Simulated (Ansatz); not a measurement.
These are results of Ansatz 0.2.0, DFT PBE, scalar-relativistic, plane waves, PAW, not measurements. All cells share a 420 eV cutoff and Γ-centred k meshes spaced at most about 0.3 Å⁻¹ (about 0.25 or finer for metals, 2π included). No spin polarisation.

All energies are static (0 K, no zero-point motion).

Two forms of In₃SbAs₂ were relaxed alike.

A.

```cif
data_structure
_symmetry_space_group_name_H-M 'P3m1'
_symmetry_Int_Tables_number 156
_cell_length_a 4.4810
_cell_length_b 4.4810
_cell_length_c 10.9911
_cell_angle_alpha 90.000
_cell_angle_beta 90.000
_cell_angle_gamma 120.000
_cell_volume 191.13
loop_
_atom_site_label
_atom_site_type_symbol
_atom_site_symmetry_multiplicity
_atom_site_Wyckoff_symbol
_atom_site_fract_x
_atom_site_fract_y
_atom_site_fract_z
_atom_site_occupancy
In1 In 1 a 0.00000 0.00000 0.00025 1
In2 In 1 b 0.33333 0.66667 0.67895 1
In3 In 1 c 0.66667 0.33333 0.31995 1
Sb1 Sb 1 b 0.33333 0.66667 0.41821 1
As1 As 1 a 0.00000 0.00000 0.75587 1
As2 As 1 c 0.66667 0.33333 0.07677 1
```

B.

```cif
data_structure
_symmetry_space_group_name_H-M 'P2/m'
_symmetry_Int_Tables_number 10
_cell_length_a 6.5560
_cell_length_b 3.0073
_cell_length_c 8.2755
_cell_angle_alpha 90.000
_cell_angle_beta 109.625
_cell_angle_gamma 90.000
_cell_volume 153.68
loop_
_atom_site_label
_atom_site_type_symbol
_atom_site_symmetry_multiplicity
_atom_site_Wyckoff_symbol
_atom_site_fract_x
_atom_site_fract_y
_atom_site_fract_z
_atom_site_occupancy
In1 In 2 m 0.65429 0.00000 0.68629 1
In2 In 1 b 0.00000 0.50000 0.00000 1
Sb1 Sb 1 c 0.00000 0.00000 0.50000 1
As1 As 2 m 0.67127 0.00000 0.15563 1
```

Task: Which form is favoured at zero pressure, and by what margin per atom?

Result: A is lower, by 279 meV/atom. A has Sb and As ordered on zinc blende sites, space group P3m1 (No. 156), 31.9 Å³/atom and no gap on its mesh; B has space group P2/m (No. 10), 25.6 Å³/atom and no gap. Counting As or Sb atoms around In (for each partner element, those within 1.25 times its shortest distance or 1.15 times the sum of covalent radii, where it is the nearest in units of that sum or under 1.3; the shortest distance is added where it is long for a bond; a slash parts the counts of unlike sites), A has In 4 and B has In 2/4 from 3.2 Å. B holds Sb–Sb chains (shortest 3.01 Å); in A the shortest Sb–Sb distance is 4.48 Å. The lower one is the more open, so pressure narrows the difference. In A, around In on its first site lie 4 As at 2.69–2.72 Å; Sb has 4 In at 2.80–2.87 Å; As on its first site has 4 In at 2.69–2.72 Å; 3 more sites not described. In B, around In on a site of symmetry m lie 1 As at 2.85 Å, 5 In at 3.01–3.19 Å and 1 Sb at 3.14 Å; Sb has 2 As at 2.94 Å, 2 Sb at 3.01 Å and 2 In at 3.14 Å; around As lie 1 As at 2.79 Å, 1 In at 2.85 Å, 1 Sb at 2.94 Å, 2 As at 3.01 Å and 2 In at 3.23 Å; 1 more site not described. Both come from invented guesses.

Spin–orbit coupling, which can matter for Sb, is left out. The zero gap of P3m1 may come from the functional, which often closes small gaps. Cells relaxed within their symmetry can be saddle points.
